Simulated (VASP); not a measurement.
# VASP inputs for Cu3N (strained measured structure)

INCAR

```
NELM = 120
LCHARG = .FALSE.
NSW = 0
NBANDS = 27
IBRION = -1
PREC = Accurate
ISMEAR = -1
GGA = PE
LASPH = .TRUE.
LWAVE = .FALSE.
ISIF = 2
LREAL = .FALSE.
ENCUT = 520
SIGMA = 0.02
EDIFF = 1E-7
```

KPOINTS

```
KPOINTS created by Atomic Simulation Environment
0
Gamma
6 6 6
0 0 0
```

KPOINTS_OPT

```
special points
5
Reciprocal
0.0000000000 0.0000000000 0.0000000000 1
0.0000000000 0.5000000000 0.0000000000 1
0.5000000000 0.5000000000 0.0000000000 1
0.5000000000 0.5000000000 0.5000000000 1
0.5000000000 0.5000000000 0.3000000000 1
```

POSCAR

```
Cu N
 1.0000000000000000
     4.0087746093999996    0.0000000000000000    0.0000000000000000
     0.0000000000000000    4.0087746093999996    0.0000000000000000
     0.0000000000000000    0.0000000000000000    4.0087746093999996
 Cu  N
   3   1
Cartesian
  2.0043873047000003  0.0000000000000000  0.0000000000000000
  0.0000000000000000  2.0043873047000003  0.0000000000000000
  0.0000000000000000  0.0000000000000000  2.0043873047000003
  0.0000000000000000  0.0000000000000000  0.0000000000000000
```

VASP ran with the recommended PBE PAW datasets (38 valence electrons in the cell).

Predict the results.

gap between bands v and c 0.62 eV; least direct gap 1.14 eV; pressure -11.2 GPa.

Band v is the last that the valence electrons fill when counted band by band, and c is the next. Levels in eV from the top of v:

| point | v−1 | v | c | c+1 |
| --- | --- | --- | --- | --- |
| Γ | -1.47 | -1.45 | 0.62 | 4.72 |
| X | -1.10 | -1.10 | 1.18 | 3.20 |
| M | -0.85 | -0.51 | 0.67 | 3.00 |
| R | 0.00 | 0.00 | 1.30 | 1.30 |
